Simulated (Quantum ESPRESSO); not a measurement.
**Ir in Quantum ESPRESSO: the effect of Hubbard term**

Ir:

```
CELL_PARAMETERS angstrom
0.00000 1.91560 1.91560
1.91560 0.00000 1.91560
1.91560 1.91560 0.00000
ATOMIC_POSITIONS crystal
Ir 0.00000 0.00000 0.00000
```

Alike in all runs:

- Program: Quantum ESPRESSO 7.5
- Task: Hubbard U by linear response
- Functional: PBE
- Potentials or basis: PseudoDojo 0.4.1 SR PBE standard
- Cutoff: 925 eV
- Density cutoff: 3701 eV
- k mesh: 10 × 10 × 10
- Occupations: cold, width 0.2 eV
- Spin: no spin polarisation
- Start of the occupations: default
- Hubbard projectors: atomic
- Mixing beta: 0.3
- Most SCF iterations: 120
- SCF threshold: 2e-10 Ry
- q mesh: 2 × 2 × 2

```csv
Hubbard term,pressure (GPa)
Ir d U = 0.0001 eV,10.8
Ir d U = 2.0 eV,5.8
Ir d U = 4.0 eV,?
Ir d U = 6.0 eV,-2.6
Ir d U = 8.0 eV,-6.3
```

Q: What does the run with Hubbard term Ir d U = 4.0 eV give?

A: Pressure 1.4 GPa.

Worked out: A parabola through the other rows of the pressure, of slope -2.13 GPa per eV there, gives 1.4 GPa, against the run's 1.4.

Caveats: the computed U isn't converged in cell size; U without spin polarisation on a metal has little footing; the U is typed as a test and isn't derived for this compound.
